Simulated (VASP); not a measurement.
Here is a VASP 6.6.1 calculation.

Contents of INCAR:

```
SYSTEM = N
ALGO = Normal
EDIFF = 1E-6
ENCUT = 520
GGA = PE
ISIF = 2
ISMEAR = 0
IVDW = 12
LASPH = .TRUE.
LCHARG = .FALSE.
LREAL = .FALSE.
LWAVE = .FALSE.
NBANDS = 12
NELM = 100
PREC = Accurate
SIGMA = 0.1
```

Contents of KPOINTS:

```
k-points
0
G
  9 9 6
  0 0 0
```

POSCAR

```
N
1.0
    2.1597858403      0.0000000000      0.0000000000
   -1.0798929202      1.8704294044      0.0000000000
    0.0000000000      0.0000000000      3.5776992715
N
2
Direct
    0.3333333333      0.6666666667      0.2500000000
    0.6666666667      0.3333333333      0.7500000000
```

Potentials or basis: VASP PAW PBE potentials, release 64 (N).

The run is started by

```sh
$ cat potpaw_PBE.64/N/POTCAR > POTCAR
$ mpirun -np 1 vasp_std > vasp.out
```

(1) Estimate the dispersion energy per atom.

(2) What does it give for the band gap on the k mesh?

(3) Predict the pressure.

## Answers

(1) -0.188 eV.

(2) none (metal or under the smearing width).

(3) 7.6 GPa.

Caveat: the k mesh is coarse (spacing up to 0.37 Å⁻¹), so the values aren't converged; pairwise dispersion overbinds metals, which lowers pressure and volume.
